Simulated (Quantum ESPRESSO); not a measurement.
The system is Mn3Si.

```
Mn Si
1.0
     0.00000    2.86100    2.86100
     2.86100    0.00000    2.86100
     2.86100    2.86100    0.00000
Mn Si
3 1
Cartesian
  4.2915 4.2915 4.2915
  1.4305 1.4305 1.4305
  2.8610 2.8610 2.8610
  0.0000 0.0000 0.0000
```

Base run:

- Program: Quantum ESPRESSO 7.5
- Functional: PBEsol
- Potentials or basis: GBRV 1.5 PBEsol
- Cutoff: 612 eV
- Density cutoff: 4898 eV
- k mesh: 7 × 7 × 7
- Occupations: fermi-dirac, width 0.05 eV
- Spin: collinear spin, ferromagnetic start
- Starting moments: [4.0, 4.0, 4.0, 0.0] μB
- Hubbard terms: Mn d U = 4 eV

Its results: band gap on the k mesh none (metal or under the smearing width); pressure 36.9 GPa; net moment 10.82 μB per cell; site moments Mn +3.42, +3.78; Si -0.18 μB.

Task: The run is repeated on the same cell with these changes: hubbard terms from Mn d U = 4 eV to Mn d U = 5 eV. What comes out?

Result: Band gap on the k mesh none (metal or under the smearing width); pressure 41.7 GPa; net moment 11.02 μB per cell; site moments Mn +3.49, +3.90; Si -0.21 μB.

Caveats: a pressure of tens of GPa on the cell as given is suspect, and the run, the potentials or the cell itself is likely at fault; the U is typed as a test and isn't derived for this compound.
